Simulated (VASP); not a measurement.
# InP in VASP 6.6.1, single-point calculation

INCAR

```
NELM = 120
NSW = 0
ISIF = 2
GGA = PE
LWAVE = .FALSE.
PREC = Accurate
LASPH = .TRUE.
ENCUT = 520
LCHARG = .FALSE.
ISMEAR = -1
EDIFF = 1E-7
NBANDS = 16
IBRION = -1
LREAL = .FALSE.
SIGMA = 0.02
```

KPOINTS

```
KPOINTS created by Atomic Simulation Environment
0
Monkhorst-Pack
8 8 8
0 0 0
```

POSCAR

```
In P
 1.0000000000000000
    -0.0000000000000000    2.9537876348216452    2.9537876348216452
     2.9537876348216452    0.0000000000000000    2.9537876348216452
     2.9537876348216452    2.9537876348216452    0.0000000000000000
 In  P
   1   1
Cartesian
  0.0000000000000000  0.0000000000000000 -0.0000000000000000
  1.4768938174108228  1.4768938174108228  1.4768938174108228
```

The recommended PBE PAW datasets give the neutral cell 18 valence electrons.

Command

```
mpirun -np 1 vasp_std
```

OSZICAR

```
N       E                     dE             d eps       ncg     rms          rms(c)
DAV:   1     0.113419766668E+03    0.11342E+03   -0.83798E+03  1920   0.125E+03
DAV:   2    -0.123542104307E+01   -0.11466E+03   -0.10956E+03  2152   0.302E+02
DAV:   3    -0.860818589220E+01   -0.73728E+01   -0.73385E+01  2488   0.747E+01
DAV:   4    -0.880333330392E+01   -0.19515E+00   -0.19508E+00  2496   0.132E+01
DAV:   5    -0.881270318957E+01   -0.93699E-02   -0.93697E-02  2816   0.244E+00    0.547E+00
DAV:   6    -0.842700756815E+01    0.38570E+00   -0.61847E-01  3088   0.126E+01    0.329E+00
DAV:   7    -0.840034556336E+01    0.26662E-01   -0.15440E-01  2760   0.304E+00    0.124E+00
DAV:   8    -0.840082405703E+01   -0.47849E-03   -0.14789E-02  2384   0.142E+00    0.302E-01
DAV:   9    -0.840145440569E+01   -0.63035E-03   -0.12949E-03  2400   0.389E-01    0.150E-01
DAV:  10    -0.840160295649E+01   -0.14855E-03   -0.23493E-04  2960   0.190E-01    0.987E-02
DAV:  11    -0.840167927933E+01   -0.76323E-04   -0.11368E-04  2328   0.902E-02    0.400E-02
DAV:  12    -0.840167890322E+01    0.37611E-06   -0.75418E-06  2336   0.285E-02    0.116E-02
DAV:  13    -0.840167929735E+01   -0.39413E-06   -0.13979E-06  2472   0.586E-03    0.921E-03
DAV:  14    -0.840167948512E+01   -0.18777E-06   -0.23130E-07  2568   0.465E-03    0.174E-03
DAV:  15    -0.840167950510E+01   -0.19987E-07   -0.10017E-08  1760   0.790E-04
   1 F= -.84016795E+01 E0= -.84016795E+01  d E =-.554870E-12
```

From OUTCAR

```
k-points           NKPTS =     60   k-points in BZ     NKDIM =     60   number of bands    NBANDS=     16

   NELECT =      18.0000    total number of electrons

   dimension x,y,z NGX =    32 NGY =   32 NGZ =   32
   dimension x,y,z NGXF=    64 NGYF=   64 NGZF=   64

  energy-cutoff  :      520.00
  volume of cell :       51.54
      direct lattice vectors                 reciprocal lattice vectors
     0.000000000  2.953787635  2.953787635    -0.169274187  0.169274187  0.169274187
     2.953787635  0.000000000  2.953787635     0.169274187 -0.169274187  0.169274187
     2.953787635  2.953787635  0.000000000     0.169274187  0.169274187 -0.169274187

 k-points in reciprocal lattice and weights: KPOINTS created by Atomic Simulation Env
   0.06250000  0.06250000  0.06250000       0.004
   0.18750000  0.06250000  0.06250000       0.012
   0.31250000  0.06250000  0.06250000       0.012
   0.43750000  0.06250000  0.06250000       0.012
  -0.43750000  0.06250000  0.06250000       0.012
  -0.31250000  0.06250000  0.06250000       0.012
  -0.18750000  0.06250000  0.06250000       0.012
  -0.06250000  0.06250000  0.06250000       0.012
   ...

 E-fermi :   5.3496

 k-point     1 :       0.0625    0.0625    0.0625
  band No.  band energies     occupation
      1      -9.2120      2.00000
      2      -9.2057      2.00000
      3      -9.2057      2.00000
      4      -9.0669      2.00000
      5      -9.0669      2.00000
      6      -6.3824      2.00000
      7       4.2999      2.00000
      8       4.8825      2.00000
      9       4.8825      2.00000
     10       6.0131      0.00000
     11       9.0302      0.00000
     12       9.0990      0.00000
     13       9.0990      0.00000
     14      13.6450      0.00000
     15      14.1062      0.00000
     16      14.1062      0.00000

 k-point     2 :       0.1875    0.0625    0.0625
  band No.  band energies     occupation
      1      -9.2347      2.00000
      2      -9.1984      2.00000
      3      -9.1942      2.00000
      4      -9.0691      2.00000
      5      -9.0645      2.00000
      6      -6.1563      2.00000
      7       2.9820      2.00000
      8       4.3755      2.00000
      9       4.7806      2.00000
     10       6.7881      0.00000
     11       9.0519      0.00000
     12       9.2907      0.00000
     13       9.7402      0.00000
     14      13.2362      0.00000
     15      13.7873      0.00000
     16      14.5561      0.00000

 k-point     3 :       0.3125    0.0625    0.0625
  band No.  band energies     occupation
      1      -9.2737      2.00000
      2      -9.1835      2.00000
      3      -9.1802      2.00000
      4      -9.0674      2.00000
      5      -9.0606      2.00000
      6      -5.6388      2.00000
      7       1.2367      2.00000
      8       3.9467      2.00000
      9       4.4325      2.00000
     10       6.8851      0.00000
     11       9.6801      0.00000
     12       9.7400      0.00000
     13      10.4168      0.00000
     14      13.1458      0.00000
     15      13.8938      0.00000
     16      14.4150      0.00000

 ...

  Total        0.5203690      0.5203690      0.5203690      0.0000000      0.0000000      0.0000000
  in kB       16.1753699     16.1753699     16.1753699      0.0000000      0.0000000      0.0000000
  external PRESSURE =      16.1753699 kB  Pullay stress =       0.0000000 kB

 POSITION                                       TOTAL-FORCE (eV/Angst)
 -----------------------------------------------------------------------------------
      0.00000      0.00000      0.00000         0.000000      0.000000      0.000000
      1.47689      1.47689      1.47689        -0.000000     -0.000000     -0.000000
 -----------------------------------------------------------------------------------
    total drift:                               -0.000000     -0.000000     -0.000000

  FREE ENERGIE OF THE ION-ELECTRON SYSTEM (eV)
  ---------------------------------------------------
  free  energy   TOTEN  =        -8.4016795051 eV

  energy  without entropy=       -8.4016795051  energy(sigma->0) =       -8.40167951
```

It converged. Results: gap between bands v and c on the k mesh 1.13 eV; least direct gap on the k mesh 1.13 eV; pressure 1.6 GPa. Band v is the last that the valence electrons fill when counted band by band, and c is the next.

The shifted mesh misses Γ, so a band edge there is missed.

For comparison, a separate PBE run of the intended cell, on usual settings and not on those above, gives a gap of 0.58 eV on its mesh and a pressure of 1.6 GPa.

The run above took about 54 s on one core of a shared host (Intel Xeon Platinum 8488C) and held 0.2 GiB at most.
